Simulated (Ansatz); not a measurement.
A plane-wave DFT run in Ansatz 0.2.0 (scalar-relativistic PAW potentials unless the input names others): input and command.

```yaml
crystal:
  lattice:
    - [2.8478212843, 0.0, 0.0]
    - [-1.4239106421, 2.4662855776, 0.0]
    - [0.0, 0.0, 4.5506455697]
  atoms:
    - { symbol: Ti, position: [0.0, 0.0, 0.0] }
    - { symbol: Al, position: [0.3333333333, 0.6666666667, 0.5] }
basis:
  ecutwfc: 420
kpoints:
  mp_grid: { grid: [24, 24, 14] }
hamiltonian:
  xc: pbesol
scf:
  occupations: { method: gaussian, width: 0.15 }
  initial_density: { chi_scale: 0.3 }
output:
  forces: true
  eigenvalues: true
  stress: true
```

```bash
ansatz run input.yaml --threads 1 --pin off --max-ram 2560MiB --backend cpu --events-out ev --progress --plain --runs-dir out
```

Abridged log:
```
Basis set: ecut = 420 eV, 615 PW (Γ), exchange–correlation on 40×40×64 points (8 copies of the dense FFT grid, shifted against one another)
Bands: 12, of which v1, the nominal top of the filled ones, is band 8 counted from 1 (7 counted from 0)
Symmetry: 12 space group operations
k-points: 488 of 8064 (time reversal used)
SCF iter   1: F=—  HF=-2999.306510 eV  |F-HF|=—  |Δ(HF+E_count)|=         —  Δρ=4.21e-2  dr2=9.43e-1  ethr=3.10e-3  ⟨swp⟩=5.0  Hψ=29492  notcnv=0
SCF iter   2: F=—  HF=-2999.104183 eV  |F-HF|=—  |Δ(HF+E_count)|=   2.02e-1  Δρ=2.35e-2  dr2=4.96e-1  ethr=3.10e-3  ⟨swp⟩=2.2  Hψ=12065  notcnv=0  defer=70
SCF iter   3: F=—  HF=-2998.967851 eV  |F-HF|=—  |Δ(HF+E_count)|=   1.36e-1  Δρ=8.02e-3  dr2=3.39e-2  ethr=3.10e-3  ⟨swp⟩=2.0  Hψ=9569  notcnv=0  defer=70
SCF iter   4: F=—  HF=-2998.957384 eV  |F-HF|=—  |Δ(HF+E_count)|=   1.05e-2  Δρ=1.40e-3  dr2=4.83e-4  ethr=2.26e-4  ⟨swp⟩=2.5  Hψ=12681  notcnv=0  defer=65
SCF iter   5: F=—  HF=-2998.957279 eV  |F-HF|=—  |Δ(HF+E_count)|=   1.05e-4  Δρ=3.44e-4  dr2=2.38e-5  ethr=3.22e-6  ⟨swp⟩=2.0  Hψ=7979  notcnv=0  defer=65
SCF iter   6: F=—  HF=-2998.957249 eV  |F-HF|=—  |Δ(HF+E_count)|=   2.96e-5  Δρ=4.63e-5  dr2=4.36e-7  ethr=1.59e-7  ⟨swp⟩=2.2  Hψ=7734  notcnv=0  defer=65
SCF iter   7: F=-2998.957250 eV  HF=-2998.957250 eV  |F-HF|=9.20e-10  |Δ(HF+E_count)|=   2.66e-7  Δρ=3.22e-6  dr2=3.45e-9  ethr=6.67e-10  ⟨swp⟩=5.5  Hψ=25412  notcnv=0
SCF 1 converged in 7 iterations: F = -2998.957250 eV  dr2 = 3.45e-9
SCF converged after 7 iterations
Free energy (F): -2998.957250 eV
Harris-Foulkes:  -2998.957250 eV  (|F-HF|=9.20e-10)
Internal energy: -2998.927330 eV  (E = F + TS)
E sigma→0 (E₀):  -2998.942290 eV
Entropy (-TS):   -0.029920 eV (-14.960 meV/atom)
Fermi energy:    10.878332 eV
--- Forces (eV/Å), atoms counted from 1 ---
  atom   1  Ti     0.00000000     0.00000000     0.00000000
  atom   2  Al     0.00000000     0.00000000     0.00000000
--- Stress (GPa, compression-positive) ---
        1.221367       0.000000       0.000000
        0.000000       1.221367       0.000000
        0.000000       0.000000       3.566532
  P = ⅓ Tr σ = 2.0031 GPa (20.031 kbar)
```

Apart from outputs and empty bands, the input differs from a reference run on usual settings in scf.initial_density.chi_scale: not typed → 0.3. The reference, at the same geometry (not necessarily relaxed), gave pressure 2.00 GPa, largest force 0.000 eV/Å, no gap on the mesh. This run converged in 7 SCF iterations (reference: 6) with an energy at zero smearing within 0.01 meV/atom of the reference's, pressure 2.00 GPa, largest force 0.000 eV/Å, no gap on the mesh.

The run took 14 s on 1 thread of Arm Neoverse V2 (shared host), peak memory 0.48 GiB.